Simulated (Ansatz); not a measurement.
# WS2: the cost of one run

Computed with Ansatz 0.2.0 (DFT PBEsol, scalar-relativistic, plane waves, PAW, unless a step's input says otherwise).

1 further run of the same task is left out (set aside as unsound or not needed).

### 1 The starting structure

Symmetry: R3m, No. 160, trigonal system. The conventional cell has a = 3.148 Å, b = 3.148 Å, c = 19.111 Å, α = 90.00°, β = 90.00°, γ = 120.00°. W (site symmetry 3m) has 6 S at 2.40 Å as nearest neighbours. Around S (site symmetry 3m) lie 3 W at 2.40 Å.

As a file:

```cif
data_structure
_symmetry_space_group_name_H-M 'P 1'
_symmetry_Int_Tables_number 1
_cell_length_a 3.1476
_cell_length_b 5.4518
_cell_length_c 6.6246
_cell_angle_alpha 97.884
_cell_angle_beta 103.743
_cell_angle_gamma 90.000
_cell_volume 109.32
loop_
_atom_site_label
_atom_site_type_symbol
_atom_site_fract_x
_atom_site_fract_y
_atom_site_fract_z
_atom_site_occupancy
W1 W 0.50101 0.50034 0.00201 1
W2 W 0.00101 0.00034 0.00201 1
S1 S 0.87806 0.62602 0.75611 1
S2 S 0.37806 0.12602 0.75611 1
S3 S 0.12399 0.70800 0.24797 1
S4 S 0.62399 0.20800 0.24797 1
```

It is built from the cell relaxed beforehand with the same method (18.22 Å³/atom).

### 2 The reference: the undisturbed cell on the scan's mesh

input.yaml reads:

```yaml
crystal:
  lattice:
    - [-3.1476068045, 0.0, 0.0]
    - [0.0, 5.4518149077, 0.0]
    - [1.5738034023, -0.9086358179, -6.3704647422]
  atoms:
    - { symbol: W, position: [0.5010072705, 0.5003357568, 0.002014541] }
    - { symbol: W, position: [0.0010072705, 0.0003357568, 0.002014541] }
    - { symbol: S, position: [0.8780554529, 0.6260184843, 0.7561109058] }
    - { symbol: S, position: [0.3780554529, 0.1260184843, 0.7561109058] }
    - { symbol: S, position: [0.1239872766, 0.7079957589, 0.2479745532] }
    - { symbol: S, position: [0.6239872766, 0.2079957589, 0.2479745532] }
basis:
  ecutwfc: 420
kpoints:
  mp_grid: { grid: [10, 6, 10] }
hamiltonian:
  xc: pbesol
scf:
  occupations: { method: gaussian, width: 0.05 }
output:
  forces: true
  stress: true
  eigenvalues: true
  write_density: true
  write_potential: true
  elf: true
  volumetric_format: npy
```

On the command line:

```sh
ansatz run input.yaml --threads 2 --pin off --max-ram 5120MiB --backend cpu --events-out ev --progress --plain --runs-dir out
```

What time and memory should one allow on 2 threads of Intel Xeon 6975P-C (Granite Rapids), shared host?

About 25 s, with a peak of 0.69 GiB.
